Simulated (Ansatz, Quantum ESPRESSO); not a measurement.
**SiC [001], rock salt: pulling along c**

The c axis is held at a set length while the cell relaxes sideways. How do the lateral strain and the stress follow? The strained cell has c along the load; unstrained it is a = 2.8543 Å, b = 2.8543 Å, c = 4.0366 Å, α = 90.00°, β = 90.00°, γ = 90.00°, with 4 atoms. The symmetry of the cell is held, so distortions that would lower it, which this phase may prefer, aren't tested.

Calculated with Quantum ESPRESSO 7.5, PBEsol, PseudoDojo 0.4.1 norm-conserving potentials, cutoff 1170 eV, Fermi–Dirac smearing 0.05 eV, k-mesh 15×15×11, no spin polarisation, no spin-orbit coupling.

Relaxed positions at 0 %:

```
atom       x       y       z
  Si  0.0000  0.0000  0.0000
  Si  0.5000  0.5000  0.5000
   C  0.0000  0.0000  0.5000
   C  0.5000  0.5000  0.0000
```

| ε_c (%) | a (Å) | c (Å) | ε_a (%) | σ (GPa, tension positive) |
| --- | --- | --- | --- | --- |
| −3 | 2.8804 | 3.9155 | 0.914 | −12.10 |
| −2 | 2.8714 | 3.9558 | 0.600 | −7.61 |
| −1 | 2.8621 | 3.9962 | 0.274 | −3.61 |
| 0 | 2.8534 | 4.0366 | −0.031 | −0.14 |
| 1 | 2.8458 | 4.0769 | −0.298 | 2.95 |
| 3 | 2.8315 | 4.1577 | −0.799 | 8.20 |

**Question.** Fit both responses and give the free strain and the stress at +2 %, a row left out above.

Least squares with y = y0 + y1 ε + y2 ε² (ε in %) gives ε_a = −0.022 + (−0.2868) ε + (0.0092) ε² and σ = −0.12 + (3.368) ε + (−0.202) ε² GPa. The linear terms put the ratio of free to applied strain at −0.287 and the Young modulus at 337 GPa.

At +2 % the free strain comes out as −0.559 %. The run itself gives −0.548 %, so the estimate misses by 0.011 %; the fitted rows themselves lie up to 0.012 % off the law.

The stress comes out as 5.81 GPa. The run itself gives 5.60 GPa, so the estimate misses by 0.21 GPa, more than the largest misfit of the fitted rows (0.09 GPa).

Along a cube axis ν = C12/(C11 + C12) and Y = (C11 − C12)(C11 + 2C12)/(C11 + C12), so C11 = Y(1 − ν)/[(1 + ν)(1 − 2ν)] = 438 GPa and C12 = 176 GPa.

The negative ε² term means that the crystal stiffens in compression and softens in tension.

The same fit over all rows at other levels or in other programs gives the strain ratio = −0.291 with PBEsol (Ansatz) and −0.289 with PBEsol (Quantum ESPRESSO, GBRV).

[Logs are printed without paths, hosts, clocks, repeated set-up lines and the standing remarks that a program may print on its own settings, such as how far it seeks lower states.]
